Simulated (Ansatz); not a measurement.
# Energy, volume and coordination in AlIn₂As₃

Computed with DFT PBE, scalar-relativistic, plane waves, PAW in Ansatz 0.2.0. All cells share a 420 eV cutoff and Γ-centred k meshes spaced at most about 0.3 Å⁻¹ (about 0.25 or finer for metals, 2π included). No spin polarisation.

All energies are static (0 K, no zero-point motion). Rows are sorted by volume; energies count from the lowest form computed. Coordination counts As atoms around Al and In (those within 1.25 times the shortest such distance or 1.15 times the sum of covalent radii, 1.27 where that leaves under three).

| row | form | source | atoms | coordination | V (Å³/atom) | gap on mesh (eV) | ΔE (meV/atom) |
| --- | --- | --- | --- | --- | --- | --- | --- |
| 1 | Cmc2_1 | invented | 12 | Al 4, In 4 | 27.3 | 0.23 | 3 |
| 2 | Cc | invented | 12 | Al 4, In 4 | 27.3 | 0.19 | 0 |
| 3 | Imm2 | invented | 6 | Al 4, In 4 | 27.3 | 0.13 | 2 |
| 4 | I-4m2 | invented | 6 | Al 4, In 4 | 27.4 | 0.11 | ? |
| 5 | P6_3mc | invented | 12 | Al 4, In 4 | 27.4 | 0 | 27 |
| 6 | P3m1 | invented | 6 | Al 4, In 4 | 27.4 | 0 | 19 |

The cell of row 4:

Space group I-4m2 (No. 119). a = 4.257 Å, b = 4.257 Å, c = 18.120 Å, α = 90.00°, β = 90.00°, γ = 90.00°
```json
{"atom": "Al", "site": "2a", "symmetry": "-4m2", "x": "0.0000", "y": "0.0000", "z": "0.0000"}
{"atom": "In", "site": "4e", "symmetry": "2mm.", "x": "0.5000", "y": "0.5000", "z": "0.1625"}
{"atom": "As", "site": "4f", "symmetry": "2mm.", "x": "0.5000", "y": "0.0000", "z": "0.4260"}
{"atom": "As", "site": "2c", "symmetry": "-4m2", "x": "0.0000", "y": "0.5000", "z": "0.2500"}
```

Task: How far above the lowest form does the open row lie?

Result: 9 meV/atom, which puts it above row 1 and below row 6. Counting As atoms around Al and In, row 4 and the lowest form (row 2) both have Al 4, In 4. Shaken at random and relaxed again, this cell came back.

An observed structure of this formula, if there is one, may be missing.

Kohn–Sham gaps at this level usually fall short of measured ones. The zero gap of P3m1, P6_3mc may come from the functional, which often closes small gaps. Cells without such a test can be saddle points. Some candidate types were left out of the draw beforehand, so a known form may be missing.

The open I-4m2 cell lies 9 meV/atom above Cc, with the same cation coordination and almost the same volume, so neither packing density nor a change in coordination number explains the gap in energy. Its coordinates describe a zinc-blende-type lattice with one Al layer alternating with two In layers along c. Al–As bonds prefer to be shorter than In–As bonds, and the As atoms between unlike layers do shift towards Al, but the shared in-plane lattice limits how far both bond types can relax. The energy spread among the forms therefore probably reflects mainly how well each cation arrangement accommodates this size mismatch, with stacking a possible further contribution.

Cc, Imm2 and Cmc2_1 are too close in energy for their order to be firm. Such small differences suggest that configurational entropy could favour cation disorder at growth temperatures, as is familiar from AlAs–InAs alloys. Stability against separation into AlAs and InAs isn't shown.
